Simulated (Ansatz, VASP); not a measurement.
# One calculation of Si, two programs

```
CELL_PARAMETERS angstrom
0.00000 2.70079 2.70079
2.70079 0.00000 2.70079
2.70079 2.70079 0.00000
ATOMIC_POSITIONS crystal
Si 0.50000 0.50000 0.50000
Si 0.75000 0.75000 0.75000
```

Alike in both runs: functional LDA; k mesh 10 × 10 × 10; occupations gaussian, width 0.02 eV; no spin polarisation.

Ansatz relaxed the structure, and its values are those at the end. VASP's run is a single point on that final structure, the one shown.

|  | VASP | Ansatz |
| --- | --- | --- |
| version | VASP 6.6.1 | Ansatz 0.2.0 |
| potentials or method | VASP PAW LDA potentials, release 64 (Si) | scalar-relativistic, plane waves, PAW |
| plane-wave cutoff (eV) | 520 | 600 |
| valence electrons in the cell | 8 | 8 |

|  | VASP | Ansatz | Ansatz less VASP |
| --- | --- | --- | --- |
| gap on the k mesh at the Fermi level (eV) | 0.45 | 0.45 | +0.003 |
| least direct gap on the mesh (eV) | 2.53 | 2.53 | +0.001 |
| pressure (GPa) | 0.1 | 0.0 | -0.06 |

Ansatz warned: «pseudo_functional_mismatch».
